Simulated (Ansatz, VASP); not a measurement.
One calculation of Cu, two programs

```
Cu
1.0
     0.00000    1.74790    1.74790
     1.74790    0.00000    1.74790
     1.74790    1.74790    0.00000
Cu
1
Direct
  0.00000 0.00000 0.00000
```

Alike in both runs: functional PBE; k mesh 20 × 20 × 20; occupations gaussian, width 0.1 eV; no spin polarisation.

Ansatz relaxed the structure, and its values are those at the end. VASP's run is a single point on that final structure, the one shown.

```csv
,VASP,Ansatz
version,VASP 6.6.1,Ansatz 0.2.0
potentials or method,"VASP PAW PBE potentials, release 64 (Cu)","scalar-relativistic, plane waves, PAW"
plane-wave cutoff (eV),520,420
valence electrons in the cell,11,19
```

|  | VASP | Ansatz | Ansatz less VASP |
| --- | --- | --- | --- |
| gap on the k mesh at the Fermi level (eV) | none | none | - |
| pressure (GPa) | 21.9 | 21.1 | -0.81 |

A gap of «none» marks a metal or a gap that the smearing closes. The two sets of potentials don't hold the same shells in valence.

Caveats: so large a pressure means that the cell lies far from this level's equilibrium, or that cutoff or potentials fall short (VASP).
